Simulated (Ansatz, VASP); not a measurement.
# One calculation of Cd, two programs

INCAR

```
SYSTEM = Cd
ALGO     = Normal         ! electronic algorithm
EDIFF    = 1E-7           ! SCF threshold, eV
EDIFFG   = -0.005         ! ionic threshold
ENCUT    = 600            ! plane-wave cutoff, eV
GGA      = PE             ! functional
IBRION   = 2              ! ionic algorithm
ISIF     = 3              ! what is computed and relaxed
ISMEAR   = 0              ! smearing method
LASPH    = .True.         ! aspherical terms in the spheres
LCHARG   = .False.        ! write CHGCAR
LREAL    = .False.        ! projectors in reciprocal space
LWAVE    = .False.        ! write WAVECAR
NELM     = 80             ! most SCF steps
NSW      = 100            ! ionic steps
PREC     = Accurate       ! precision mode
SIGMA    = 0.1            ! smearing width, eV
```

Contents of KPOINTS:

```
k-points
0
Gamma
  16 16 16
  0 0 0
```

POSCAR

```
Cd
1.0
    0.0000000000      2.2181497500      2.2181497500
    2.2181497500      0.0000000000      2.2181497500
    2.2181497500      2.2181497500      0.0000000000
Cd
1
Direct
    0.0000000000      0.0000000000      0.0000000000
```

Input for Ansatz:

```yaml
crystal:
  lattice:
    - [0.0, 2.21814975, 2.21814975]
    - [2.21814975, 0.0, 2.21814975]
    - [2.21814975, 2.21814975, 0.0]
  atoms:
    - { symbol: Cd, position: [0.0, 0.0, 0.0] }
basis:
  ecutwfc: 420
kpoints:
  mp_grid: { grid: [16, 16, 16] }
hamiltonian:
  xc: pbe
scf:
  occupations: { method: gaussian, width: 0.1 }
output:
  forces: true
  stress: true
  eigenvalues: true
  write_density: true
  write_potential: true
  elf: true
  volumetric_format: npy
relax:
  adjacent_minimum: "off"
  f_tol: 0.005
  max_steps: 80
  cell: { stress_tol: 0.05 }
```

This isn't the form of Cd at room conditions, which is hcp.

Alike in both runs: task relaxation of cell and atoms; functional PBE; k mesh 16 × 16 × 16; occupations gaussian, width 0.1 eV; no spin polarisation.

|  | VASP | Ansatz |
| --- | --- | --- |
| version | VASP 6.6.1 | Ansatz 0.2.0 |
| potentials or method | VASP PAW PBE potentials, release 64 (Cd) | scalar-relativistic, plane waves, PAW |
| plane-wave cutoff (eV) | 600 | 420 |
| valence electrons in the cell | 12 | 20 |

|  | VASP | Ansatz | Ansatz less VASP |
| --- | --- | --- | --- |
| gap on the k mesh at the Fermi level, each at its own relaxed structure (eV) | none | none | - |
| relaxed volume (Å³/atom) | 22.99 | 22.91 | -0.082 |
| relaxed cell length with the largest relative difference (Å) | 3.192 | 3.188 | -0.0038 |
| energy change over the relaxation (meV/atom) | -9 | -7 | +1.2 |

A gap of «none» marks a metal or a gap that the smearing closes. The two sets of potentials don't hold the same shells in valence.
